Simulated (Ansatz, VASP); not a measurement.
# Two plane-wave programs on C

The input INCAR:

```
SYSTEM = C
PREC = Accurate ; ENCUT = 600
EDIFF = 1E-6 ; ISMEAR = 0
SIGMA = 0.1 ; LREAL = .False.
LASPH = .True. ; NELM = 100
ALGO = Normal ; ISIF = 3
LWAVE = .False. ; LCHARG = .False.
GGA = PE ; IBRION = 2
NSW = 100 ; EDIFFG = -0.01
```

File KPOINTS:

```
regular mesh
0
Gamma
  20 20 42
  0 0 0
```

Contents of POSCAR:

```
C
1.0
    1.6943045302     -2.8661756798      0.0000000000
    1.6943045302      2.8661756798      0.0000000000
   -0.2136343167      0.0000000000      1.2685204008
C
1
Direct
    0.5000000000      0.5000000000      0.5000000000
```

Input for Ansatz:

```yaml
crystal:
  lattice:
    - [1.6943045302, -2.8661756798, 0.0]
    - [1.6943045302, 2.8661756798, 0.0]
    - [-0.2136343167, 0.0, 1.2685204008]
  atoms:
    - { symbol: C, position: [0.5, 0.5, 0.5] }
basis:
  ecutwfc: 420
kpoints:
  mp_grid: { grid: [20, 20, 42] }
hamiltonian:
  xc: pbe
scf:
  occupations: { method: gaussian, width: 0.1 }
output:
  forces: true
  stress: true
  eigenvalues: true
relax:
  adjacent_minimum: "off"
  f_tol: 0.01
  max_steps: 80
  cell: { stress_tol: 0.05 }
```

Alike in both runs: task relaxation of cell and atoms; functional PBE; k mesh 20 × 20 × 42; occupations gaussian, width 0.1 eV; no spin polarisation.

|  | VASP | Ansatz |
| --- | --- | --- |
| version | VASP 6.6.1 | Ansatz 0.2.0 |
| potentials or method | VASP PAW PBE potentials, release 64 (C) | scalar-relativistic, plane waves, PAW |
| plane-wave cutoff (eV) | 600 | 420 |
| valence electrons in the cell | 4 | 4 |

Ansatz gave:

- gap on the k mesh at the Fermi level, each at its own relaxed structure (eV): none
- relaxed volume (Å³/atom): 21.43
- relaxed cell length with the largest relative difference (Å): 4.398
- energy change over the relaxation (meV/atom): -54

Q: Estimate VASP's values.

A: gap on the k mesh at the Fermi level, each at its own relaxed structure (eV): none; relaxed volume (Å³/atom): 17.41; relaxed cell length with the largest relative difference (Å): 3.967; energy change over the relaxation (meV/atom): -42.

A gap of «none» marks a metal or a gap that the smearing closes. One of these differences is far larger than is usual between the two programs; its cause wasn't traced.

Caveats: the volume moved by over 15 % at a fixed basis, so the end points are rough (VASP).
